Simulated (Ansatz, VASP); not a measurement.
Pt in VASP and in Ansatz

The input INCAR:

```
SYSTEM = Pt
  PREC = Accurate
  ENCUT = 520
  EDIFF = 1E-6
  ISMEAR = 0
  SIGMA = 0.15
  LREAL = .False.
  LASPH = .True.
  NELM = 100
  ALGO = Fast
  ISIF = 2
  LWAVE = .False.
  LCHARG = .True.
  GGA = PS
  LELF = .True.
  LVHAR = .True.
  NBANDS = 11
```

KPOINTS

```
regular mesh
0
Gamma
  20 20 20
  0 0 0
```

POSCAR

```
Pt
1.0
    0.0000000000      2.0068475000      1.8600050000
    2.0068475000      0.0000000000      1.8600050000
    2.0068475000      2.0068475000      0.0000000000
Pt
1
Direct
    0.0000000000      0.0000000000      0.0000000000
```

Input for Ansatz:

```yaml
crystal:
  lattice:
    - [0.0, 2.0068475, 1.860005]
    - [2.0068475, 0.0, 1.860005]
    - [2.0068475, 2.0068475, 0.0]
  atoms:
    - { symbol: Pt, position: [0.0, 0.0, 0.0] }
basis:
  ecutwfc: 420
kpoints:
  mp_grid: { grid: [20, 20, 20] }
hamiltonian:
  xc: pbesol
scf:
  occupations: { method: gaussian, width: 0.15 }
output:
  forces: true
  stress: true
  eigenvalues: true
```

Change from the starting cell: strain +0.025 along x and y, -0.050 along z, atoms carried along.

Alike in both runs: task single point; functional PBEsol; k mesh 20 × 20 × 20; occupations gaussian, width 0.15 eV; no spin polarisation.

|  | VASP | Ansatz |
| --- | --- | --- |
| version | VASP 6.6.1 | Ansatz 0.2.0 |
| potentials or method | VASP PAW PBE potentials, release 64 (Pt) | scalar-relativistic, plane waves, PAW |
| plane-wave cutoff (eV) | 520 | 420 |
| valence electrons in the cell | 10 | 18 |

```tsv
	VASP	Ansatz	Ansatz less VASP
gap on the k mesh at the Fermi level (eV)	none	none	-
pressure (GPa)	1.2	1.7	+0.42
largest component of the traceless stress (GPa)	3.61	3.61	+0.003
```

A gap of «none» marks a metal or a gap that the smearing closes. The two sets of potentials don't hold the same shells in valence.

Caveats: the PAW data sets were made with another functional, which shifts forces and pressure a little (VASP). Spin-orbit coupling is left out, which matters for the levels of Pt.
